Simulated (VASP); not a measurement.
# SrTe (Fm-3m) in VASP: notebook, part 2 of 2

VASP 6.6.1. The steps go on from the part before.

## 3. Relaxation of cell and atoms, PBE

This run uses another cell than the first one, of 37.79 Å³/atom, 0.997 times its volume.

Contents of INCAR:

```
ALGO = Fast
EDIFF = 1E-7
EDIFFG = -0.01
ENCUT = 600
GGA = PE
IBRION = 2
ISIF = 3
ISMEAR = 0
LASPH = True
LCHARG = False
LREAL = False
LWAVE = False
NELM = 60
NSW = 100
PREC = Accurate
SIGMA = 0.02
```

Contents of KPOINTS:

```
k-points
0
Gamma
  8 8 8
```

Contents of POSCAR:

```
SrTe
1.0
    0.0000000000      3.3558352000      3.3558352000
    3.3558352000      0.0000000000      3.3558352000
    3.3558352000      3.3558352000      0.0000000000
Sr Te
1 1
Direct
    0.0000000000      0.0000000000      0.0000000000
    0.5000000000      0.5000000000      0.5000000000
```

Potentials or basis: VASP PAW PBE potentials, release 64 (Sr_sv, Te).

Run with:

```bash
cat potpaw_PBE.64/Sr_sv/POTCAR potpaw_PBE.64/Te/POTCAR > POTCAR
mpirun -np 1 vasp_std > vasp.out
```

It took 61 s on 1 thread of AMD EPYC 9R14 (Zen 4), shared host; peak memory 0.22 GiB.

It converged, with:

- Free energy: -8.2688 eV
- Relaxed volume: 38.04 Å³/atom
- Relaxed cell: a = 4.756 Å, b = 4.756 Å, c = 4.756 Å, α = 60.00°, β = 60.00°, γ = 60.00°
- Space group after relaxing (to 0.05 Å): Fm-3m (No. 225)
- Energy gained by relaxing: 0.1 meV/atom
- Ionic steps: 2
- Pressure after relaxing: 0.0 GPa
- Band gap on the k mesh: 1.77 eV, indirect (least direct gap 2.49 eV)

The path:
```tsv
step	energy change (eV)	largest force (eV/Å)	pressure (GPa)	volume (Å³)
1	0.0000	0.0000	0.19	75.58
2	-0.0003	0.0000	-0.02	76.09
```

Final structure:
```yaml
crystal:
  lattice:
    - [0.00000, 3.36325, 3.36325]
    - [3.36325, 0.00000, 3.36325]
    - [3.36325, 3.36325, 0.00000]
  atoms:
    - { symbol: Sr, position: [0.00000, 0.00000, 0.00000] }
    - { symbol: Te, position: [0.50000, 0.50000, 0.50000] }
```

Levels at points of the mesh, in eV from the valence-band top:
| k point | band 5 | band 6 | band 7 | band 8 | band 9 | band 10 | band 11 | band 12 |
| --- | --- | --- | --- | --- | --- | --- | --- | --- |
| (0.00, 0.00, 0.00) | -9.89 | 0.00 | 0.00 | 0.00 | 2.73 | 3.30 | 3.30 | 3.30 |
| (0.50, 0.00, 0.00) | -9.30 | -2.74 | -1.05 | -1.05 | 3.84 | 5.11 | 5.29 | 5.29 |
| (0.50, 0.50, 0.00) | -9.47 | -1.92 | -0.72 | -0.72 | 1.77 | 3.81 | 4.78 | 5.99 |

Caveat: spin-orbit coupling is left out, which moves the levels of the heavy elements.

## 4. Single point, PBE

This run uses another cell than the first one, of 37.79 Å³/atom, 0.997 times its volume.

Contents of INCAR:

```
SYSTEM = SrTe
PREC = Accurate
ENCUT = 520
EDIFF = 1E-7
ISMEAR = 0
SIGMA = 0.1
LREAL = .FALSE.
LASPH = .TRUE.
NELM = 60
ALGO = Normal
ISIF = 2
LWAVE = .FALSE.
LCHARG = .FALSE.
GGA = PE
NBANDS = 15
```

Contents of KPOINTS:

```
Automatic mesh
0
G
  4 4 4
  0 0 0
```

POSCAR is that of step 3.

Potentials or basis: VASP PAW PBE potentials, release 64 (Sr_sv, Te).

Run with:

```bash
cat potpaw_PBE.64/Sr_sv/POTCAR potpaw_PBE.64/Te/POTCAR > POTCAR
mpirun -np 1 vasp_std > vasp.out
```

OUTCAR:

```text
SYSTEM = SrTe
   PREC = Accurate
   ENCUT = 520
   EDIFF = 1E-7
   ISMEAR = 0
   LREAL = .FALSE.
   LASPH = .TRUE.
   NELM = 60
   ISIF = 2
   GGA = PE

 ion  position               nearest neighbor table
   1  0.000  0.000  0.000-   2 3.36   2 3.36   2 3.36   2 3.36   2 3.36   2 3.36
   2  0.500  0.500  0.500-   1 3.36   1 3.36   1 3.36   1 3.36   1 3.36   1 3.36

  LATTYP: Found a face centered cubic cell.
 ALAT       =     6.7116704000

  Lattice vectors:

 A1 = (   0.0000000000,   3.3558352000,   3.3558352000)
 A2 = (   3.3558352000,   0.0000000000,   3.3558352000)
[... 312 lines left out ...]

  FORCE on cell =-STRESS in cart. coord.  units (eV):
  Direction    XX          YY          ZZ          XY          YZ          ZX
  --------------------------------------------------------------------------------------
  -------------------------------------------------------------------------------------
  Total        0.1268130      0.1268130      0.1268130      0.0000000      0.0000000      0.0000000
  in kB        2.6880817      2.6880817      2.6880817      0.0000000      0.0000000      0.0000000
  external PRESSURE =       2.6880817 kB  Pullay stress =       0.0000000 kB

 VOLUME and BASIS-vectors are now :
 -----------------------------------------------------------------------------
  energy-cutoff  :      520.00
  volume of cell :       75.58
      direct lattice vectors                 reciprocal lattice vectors
     0.000000000  3.355835200  3.355835200    -0.148994206  0.148994206  0.148994206
     3.355835200  0.000000000  3.355835200     0.148994206 -0.148994206  0.148994206
     3.355835200  3.355835200  0.000000000     0.148994206  0.148994206 -0.148994206

 POSITION                                       TOTAL-FORCE (eV/Angst)
 -----------------------------------------------------------------------------------
      0.00000      0.00000      0.00000         0.000000      0.000000      0.000000
      3.35584      3.35584      3.35584        -0.000000     -0.000000     -0.000000
 -----------------------------------------------------------------------------------
    total drift:                                0.000000      0.000000      0.000000

  FREE ENERGIE OF THE ION-ELECTRON SYSTEM (eV)
  ---------------------------------------------------
  free  energy   TOTEN  =        -8.2549430121 eV

  energy  without entropy=       -8.2549430121  energy(sigma->0) =       -8.25494301
```

OSZICAR:

```text
N       E                     dE             d eps       ncg     rms          rms(c)
DAV:   1     0.677807977575E+02    0.67781E+02   -0.70438E+03   240   0.950E+02
DAV:   2    -0.432646582480E+01   -0.72107E+02   -0.68063E+02   317   0.173E+02
DAV:   3    -0.814946820845E+01   -0.38230E+01   -0.37915E+01   342   0.361E+01
DAV:   4    -0.835161486075E+01   -0.20215E+00   -0.20210E+00   329   0.734E+00
DAV:   5    -0.835346032412E+01   -0.18455E-02   -0.18455E-02   313   0.832E-01    0.144E+01
DAV:   6    -0.824981536566E+01    0.10364E+00   -0.14087E-01   296   0.213E+00    0.860E+00
DAV:   7    -0.825446970718E+01   -0.46543E-02   -0.17719E-01   297   0.259E+00    0.112E+00
DAV:   8    -0.825454151015E+01   -0.71803E-04   -0.21205E-02   247   0.701E-01    0.400E-01
DAV:   9    -0.825467146016E+01   -0.12995E-03   -0.93245E-04   310   0.205E-01    0.186E-01
DAV:  10    -0.825492046302E+01   -0.24900E-03   -0.19042E-04   247   0.798E-02    0.387E-02
DAV:  11    -0.825494135657E+01   -0.20894E-04   -0.20607E-05   297   0.233E-02    0.431E-02
DAV:  12    -0.825494252973E+01   -0.11732E-05   -0.90932E-06   289   0.142E-02    0.209E-02
DAV:  13    -0.825494292484E+01   -0.39511E-06   -0.29802E-07   289   0.327E-03    0.619E-03
DAV:  14    -0.825494301209E+01   -0.87254E-07   -0.61474E-08   206   0.127E-03
   1 F= -.82549430E+01 E0= -.82549430E+01  d E =-.263896E-14
```

stdout:

```text
POSCAR found type information on POSCAR SrTe
 POSCAR found :  2 types and       2 ions
 scaLAPACK will be used
 LDA part: xc-table for (Slater+PW92), standard interpolation
 POSCAR, INCAR and KPOINTS ok, starting setup
 FFT: planning ... GRIDC
 FFT: planning ... GRID_SOFT
 FFT: planning ... GRID
 WAVECAR not read
 entering main loop
```

Run time: 9.8 s. Hardware: 1 thread of AMD EPYC 9R14 (Zen 4), shared host; peak memory 0.17 GiB.

Results:

- Free energy: -8.2549 eV
- Pressure: 0.3 GPa
- Band gap on the k mesh: 1.75 eV, indirect (least direct gap 2.47 eV)

Caveat: spin-orbit coupling is left out, which moves the levels of the heavy elements.

## 5. Summary

```tsv
task	cell	k mesh	cutoff (eV)	smearing	gap on the mesh (eV)	pressure (GPa)
single point	Fm-3m, 37.91 Å³/atom	8 × 8 × 8	520	gaussian 0.02 eV	1.76	0.1
relaxation of cell and atoms	relaxed	8 × 8 × 8	600	gaussian 0.02 eV	1.77	0.0
single point	Fm-3m, 37.79 Å³/atom	4 × 4 × 4	520	gaussian 0.1 eV	1.75	0.3
```

Alike in all rows: level PBE; potentials or basis VASP PAW PBE potentials, release 64 (Sr_sv, Te); no spin polarisation.

Caveats: spin-orbit coupling is left out, which moves the levels of the heavy elements.

Absolute energies hang on the potentials; compare differences alone.
